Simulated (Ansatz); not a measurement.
# C: the cost of one run

Method: DFT PBE+D3(BJ), scalar-relativistic, plane waves, PAW, in Ansatz 0.2.0.

3 further runs of the same task are left out: 1 that didn't finish, 2 set aside as unsound or not needed.

### Step 1. The starting structure

It takes space group R-3m (No. 166, trigonal). Conventional cell: a = 2.465 Å, b = 2.465 Å, c = 10.046 Å, α = 90.00°, β = 90.00°, γ = 120.00°. Around C (site symmetry 3m) lie 3 C at 1.42 Å.

As a file:

```cif
data_structure
_symmetry_space_group_name_H-M 'R-3m:H'
_symmetry_Int_Tables_number 166
_cell_length_a 2.4650
_cell_length_b 2.4650
_cell_length_c 10.0457
_cell_angle_alpha 90.000
_cell_angle_beta 90.000
_cell_angle_gamma 120.000
_cell_volume 52.86
loop_
_atom_site_label
_atom_site_type_symbol
_atom_site_symmetry_multiplicity
_atom_site_Wyckoff_symbol
_atom_site_fract_x
_atom_site_fract_y
_atom_site_fract_z
_atom_site_occupancy
C1 C 6 c 0.33333 0.66667 0.83325 1
```

It is the result of an earlier relaxation at this level (volume 8.81 Å³/atom; gap on the mesh: 0.66 eV).

### Step 2. Tight relaxation for the response runs

Response functions are second derivatives at a minimum, so forces and stress are first brought close to zero on the mesh and occupations that the response runs use.

The input, input.yaml:

```yaml
crystal:
  lattice:
    - [1.2325247541, 0.7115984986, 3.3485511682]
    - [-1.2325247541, 0.7115984986, 3.3485511682]
    - [0.0, -1.4231969972, 3.3485511682]
  atoms:
    - { symbol: C, position: [0.1665865322, 0.1665865322, 0.1665865322] }
    - { symbol: C, position: [0.8334134678, 0.8334134678, 0.8334134678] }
basis:
  ecutwfc: 420
kpoints:
  mp_grid: { grid: [12, 12, 12] }
hamiltonian:
  xc: pbe
  dispersion: d3bj
scf:
  occupations: { method: fixed }
output:
  forces: true
  stress: true
  eigenvalues: true
relax:
  adjacent_minimum: "off"
  f_tol: 0.001
  max_steps: 60
  cell: { stress_tol: 0.01 }
```

Command:

```bash
$ ansatz run input.yaml --threads 1 --pin off --max-ram 3072MiB --backend cpu --events-out ev --progress --plain --runs-dir out
```

What time and memory should one allow on 1 thread of Intel Xeon 6975P-C (Granite Rapids), shared host?

About 3.2 s, with a peak of 0.35 GiB.
